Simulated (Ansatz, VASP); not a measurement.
C: VASP beside Ansatz

```
CELL_PARAMETERS angstrom
7.98324 0.00000 0.00000
-3.99162 6.91369 0.00000
0.00000 0.00000 1.28773
ATOMIC_POSITIONS crystal
C 0.00000 0.00000 0.00000
C 0.33333 0.66667 0.50000
C 0.66667 0.33333 0.50000
```

Alike in both runs: task single point; functional revPBE; k mesh 5 × 5 × 27; occupations fermi-dirac, width 0.1 eV; no spin polarisation.

|  | VASP | Ansatz |
| --- | --- | --- |
| version | VASP 6.6.1 | Ansatz 0.2.0 |
| potentials or method | VASP PAW PBE potentials, release 64 (C) | plane waves (420 eV) with PAW, scalar-relativistic |
| plane-wave cutoff (eV) | 520 | 420 |
| valence electrons in the cell | 12 | 12 |

Ansatz gave:

| Item | Value |
| --- | --- |
| pressure (GPa) | -0.3 |
| largest component of the traceless stress (GPa) | 0.74 |

**Question.** Estimate VASP's values.

**Answer.** Pressure (GPa): -0.4; largest component of the traceless stress (GPa): 0.85.

Caveats: the PAW data sets were made with another functional, which shifts forces and pressure a little (VASP).
